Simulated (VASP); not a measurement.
# SrCl2 (Fm-3m) in VASP: further runs, part 2 of 2

VASP 6.6.1. Earlier steps stand in the parts before.

**4. Single point, PBE**

INCAR

```
SYSTEM = SrCl2
ADDGRID = .False. ; ALGO = Normal
EDIFF = 1E-6 ; ENCUT = 700
GGA = PE ; ISIF = 2
ISMEAR = 0 ; LASPH = .True.
LCHARG = .False. ; LREAL = .False.
LWAVE = .False. ; NBANDS = 19
NELM = 100 ; PREC = Accurate
SIGMA = 0.05
```

KPOINTS

```
k-points
0
Gamma
  6 6 6
  0 0 0
```

POSCAR

```
SrCl2
1.0
    0.0000000000      3.4883500000      3.4883500000
    3.4883500000      0.0000000000      3.4883500000
    3.4883500000      3.4883500000      0.0000000000
Sr Cl
1 2
Direct
    0.0000000000      0.0000000000      0.0000000000
    0.7500000000      0.7500000000      0.7500000000
    0.2500000000      0.2500000000      0.2500000000
```

Potentials or basis: VASP PAW PBE potentials, release 64 (Sr_sv, Cl).

On the command line:

```console
> cat potpaw_PBE.64/Sr_sv/POTCAR potpaw_PBE.64/Cl/POTCAR > POTCAR
> mpirun -np 1 vasp_std > vasp.out
```

OUTCAR:

```text
SYSTEM = SrCl2
   EDIFF = 1E-6
   ENCUT = 700
   GGA = PE
   ISIF = 2
   ISMEAR = 0
   LASPH = .True.
   LREAL = .False.
   NELM = 100
   PREC = Accurate

 Found     16 irreducible k-points:

 Following reciprocal coordinates:
            Coordinates               Weight
  0.000000  0.000000  0.000000      1.000000
  0.166667  0.000000  0.000000      8.000000
  0.333333  0.000000  0.000000      8.000000
  0.500000  0.000000  0.000000      4.000000
  0.166667  0.166667  0.000000      6.000000
  0.333333  0.166667  0.000000     24.000000
   k-points           NKPTS =     16   k-points in BZ     NKDIM =     16   number of bands    NBANDS=     19
   number of dos      NEDOS =    301   number of ions     NIONS =      3
   total plane-waves  NPLWV = 110592
   dimension x,y,z NGX =    48 NGY =   48 NGZ =   48
   dimension x,y,z NGXF=    96 NGYF=   96 NGZF=   96
   ions per type =               1   2
   NGX,Y,Z   is equivalent  to a cutoff of  16.18, 16.18, 16.18 a.u.
   NGXF,Y,Z  is equivalent  to a cutoff of  32.35, 32.35, 32.35 a.u.
 SYSTEM =  SrCl2
   PREC   = accura    normal or accurate (medium, high low for compatibility)
   ISTART =      0    job   : 0-new  1-cont  2-samecut
   ICHARG =      2    charge: 1-file 2-atom 10-const
   ISPIN  =      1    spin polarized calculation?
   LNONCOLLINEAR =      F non collinear calculations
   LSORBIT =      F    spin-orbit coupling
   LASPH  =      T    aspherical Exc in radial PAW
   ENCUT  =  700.0 eV  51.45 Ry    7.17 a.u.  10.64 10.64 10.64*2*pi/ulx,y,z
   NELM   =    100;   NELMIN=  2; NELMDL= -5     # of ELM steps
   EDIFF  = 0.1E-05   stopping-criterion for ELM
   LREAL  =      F    real-space projection
   EDIFFG = 0.1E-04   stopping-criterion for IOM
   NSW    =      0    number of steps for IOM
   IBRION =     -1    ionic relax: 0-MD 1-quasi-New 2-CG
   NFREE  =      0    steps in history (QN), initial steepest desc. (CG)
   ISIF   =      2    stress and relaxation
   ISYM   =      2    0-nonsym 1-usesym 2-fastsym
   POTIM  = 0.5000    time-step for ionic-motion
   TEBEG  =    0.0;   TEEND  =   0.0 temperature during run
   PSTRESS=    0.0 pullay stress
   NELECT =      24.0000    total number of electrons
   NUPDOWN=      -1.0000    fix difference up-down
   EMIN   =  10.00;   EMAX   =-10.00  energy-range for DOS
   EFERMI =   0.00;   METHOD = LEGACY
   ISMEAR =     0;   SIGMA  =   0.05  broadening in eV -4-tet -1-fermi 0-gaus
   EFERMI_NEDOS =   21; number of points for ismear=-14 and -15
   IALGO  =     38    algorithm
   IMIX   =      4    mixing-type and parameters
     AMIX     =   0.40;   BMIX     =  1.00
     AMIX_MAG =   1.60;   BMIX_MAG =  1.00
  volume/ion in A,a.u.               =      28.30       190.97
  Fermi-wavevector in a.u.,A,eV,Ry     =   1.074439  2.030396 15.706833  1.154420
  Thomas-Fermi vector in A             =   2.210267
   LORBIT       =      0    0 simple, 1 ext, 2 COOP (PROOUT), +10 PAW based schemes
   GGA     = PE    functional components
   LHFCALC =     F    Hartree Fock is set to
   AEXX    =    0.0000 exact exchange contribution
   IVDW    =     0    specifies the selected vdW correction
   LEPSILON=     F    determine dielectric tensor
   LRPA    =     F    only Hartree local field effects (RPA)
 non-spin polarized calculation
 Gauss-broadening in eV      SIGMA  =   0.05
  energy-cutoff  :      700.00
  volume of cell :       84.90
 maximum number of plane-waves:      3593
 NGX is ok and might be reduce to    48
   NGX = 21   NGY = 21   NGZ = 21

 number of electron      24.0000000 magnetization

 Free energy of the ion-electron system (eV)
  ---------------------------------------------------
  ext. energy  EPLUGINS =         0.00000000
  ---------------------------------------------------
  free energy    TOTEN  =       -12.78260528 eV

  energy without entropy =      -12.78260528  energy(sigma->0) =      -12.78260528

 E-fermi :   0.3597     XC(G=0):  -8.2828

 val. band max:        0.1523852501   @ k =   0.5000   0.5000   0.0000
 cond. band min:       5.4910339339   @ k =   0.0000   0.0000   0.0000
 fundamental gap:      5.3386486838
 Fermi energy:         0.3597494309

 k-point     1 :       0.0000    0.0000    0.0000
  band No.  band energies     occupation
      1     -32.7344      2.00000
      2     -14.7263      2.00000
      3     -14.7263      2.00000
      4     -14.7263      2.00000
      5     -13.1524      2.00000
      6     -12.3025      2.00000
[... 11 lines left out ...]
     18       9.1879      0.00000
     19       9.4664      0.00000
[... 89 lines left out ...]
 k-point     6 :       0.3333    0.1667    0.0000
  band No.  band energies     occupation
      1     -32.7320      2.00000
      2     -14.9350      2.00000
      3     -14.7569      2.00000
      4     -14.7420      2.00000
      5     -12.7343      2.00000
      6     -12.4569      2.00000
[... 11 lines left out ...]
     18       8.6693      0.00000
     19       9.5979      0.00000

 [... further k-points ...]

------------------------ aborting loop because EDIFF is reached ----------------------------------------

  FORCE on cell =-STRESS in cart. coord.  units (eV):
  Direction    XX          YY          ZZ          XY          YZ          ZX
  --------------------------------------------------------------------------------------
  -------------------------------------------------------------------------------------
  Total        0.5913651      0.5913651      0.5913651      0.0000000      0.0000000      0.0000000
  in kB       11.1603057     11.1603057     11.1603057      0.0000000      0.0000000      0.0000000
  external PRESSURE =      11.1603057 kB  Pullay stress =       0.0000000 kB

 VOLUME and BASIS-vectors are now :
 -----------------------------------------------------------------------------
  energy-cutoff  :      700.00
  volume of cell :       84.90
      direct lattice vectors                 reciprocal lattice vectors
     0.000000000  3.488350000  3.488350000    -0.143334241  0.143334241  0.143334241
     3.488350000  0.000000000  3.488350000     0.143334241 -0.143334241  0.143334241
     3.488350000  3.488350000  0.000000000     0.143334241  0.143334241 -0.143334241

 POSITION                                       TOTAL-FORCE (eV/Angst)
 -----------------------------------------------------------------------------------
      0.00000      0.00000      0.00000        -0.000000     -0.000000      0.000000
      5.23252      5.23252      5.23252        -0.000000      0.000000     -0.000000
      1.74418      1.74418      1.74418         0.000000     -0.000000      0.000000
 -----------------------------------------------------------------------------------
    total drift:                               -0.000000     -0.000000     -0.000000

  FREE ENERGIE OF THE ION-ELECTRON SYSTEM (eV)
  ---------------------------------------------------
  free  energy   TOTEN  =       -12.7826052766 eV

  energy  without entropy=      -12.7826052766  energy(sigma->0) =      -12.78260528
```

stdout:

```text
POSCAR found type information on POSCAR SrCl
 POSCAR found :  2 types and       3 ions
 scaLAPACK will be used
 LDA part: xc-table for (Slater+PW92), standard interpolation
 POSCAR, INCAR and KPOINTS ok, starting setup
 FFT: planning ... GRIDC
 FFT: planning ... GRID_SOFT
 FFT: planning ... GRID
 WAVECAR not read
 entering main loop
```

Wall time 47 s (1 thread of Intel Xeon Platinum 8488C (Sapphire Rapids), shared host); peak memory 0.32 GiB.

The run converged, but some of its settings lie outside the range that counts as converged, so its numbers aren't taken as properties of the crystal.

What came out:

```
Free energy            : -12.7826 eV
Pressure               : 1.1 GPa
Band gap on the k mesh : 5.34 eV, indirect (least direct gap 5.51 eV)
```

**5. Single point, PBE**

INCAR is that of step 4.

KPOINTS is that of step 4.

POSCAR

```
SrCl2
1.0
    0.0000000000      3.4883500000      3.4883500000
    3.4883500000      0.0000000000      3.4883500000
    3.4883500000      3.4883500000      0.0000000000
Sr Cl
1 2
Direct
    0.0068970000     -0.0112840000      0.0399150000
    0.7604860000      0.7424010000      0.7508940000
    0.2477780000      0.2469560000      0.2707310000
```

On the command line:

```console
> cat potpaw_PBE.64/Sr_sv/POTCAR potpaw_PBE.64/Cl/POTCAR > POTCAR
> mpirun -np 1 vasp_std > vasp.out
```

Run time: 4.8 min. Hardware: 1 thread of Intel Xeon Platinum 8488C (Sapphire Rapids), shared host; peak memory 0.5 GiB.

These settings aren't checked as converged: the numbers below hold their error.

Results:

* Free energy: -12.7447 eV
* Pressure: 1.4 GPa
* Largest force: 0.427 eV/Å
* Band gap on the k mesh: 5.31 eV, indirect (least direct gap 5.50 eV)

**6. Single point, PBE**

INCAR, as its differences from that of step 5:

```diff
@@ -2,3 +2,3 @@
 ADDGRID = .False. ; ALGO = Normal
-EDIFF = 1E-6 ; ENCUT = 700
+EDIFF = 1E-6 ; ENCUT = 400
 GGA = PE ; ISIF = 2
```

KPOINTS

```
k-points
0
Gamma
  8 8 8
  0 0 0
```

POSCAR

```
SrCl2
1.0
    0.0000000000      3.4883500000      3.4883500000
    3.4883500000      0.0000000000      3.4883500000
    3.4883500000      3.4883500000      0.0000000000
Sr Cl
1 2
Direct
    0.0000000000      0.0000000000      0.0000000000
    0.7500000000      0.7500000000      0.7500000000
    0.2500000000      0.2500000000      0.2500000000
```

Potentials or basis: VASP PAW PBE potentials, release 64 (Sr_sv, Cl).

On the command line:

```console
> cat potpaw_PBE.64/Sr_sv/POTCAR potpaw_PBE.64/Cl/POTCAR > POTCAR
> mpirun -np 1 vasp_std > vasp.out
```

It took 16 s on 1 thread of Intel Xeon Platinum 8488C (Sapphire Rapids), shared host; peak memory 0.18 GiB.

These settings aren't checked as converged: the numbers below hold their error.

What came out:

```
Free energy            : -12.7798 eV
Pressure               : 1.1 GPa
Band gap on the k mesh : 5.33 eV, indirect (least direct gap 5.50 eV)
```

**7. For comparison**

An earlier run on the cell as given: functional PBE; potentials or basis VASP PAW PBE potentials, release 64 (Sr_sv, Cl); cutoff 520 eV; k mesh 7 × 7 × 7; occupations fermi-dirac, width 0.05 eV; no spin polarisation.

- Pressure: 1.1 GPa
- Band gap on the k mesh: 5.37 eV, indirect (least direct gap 5.68 eV)
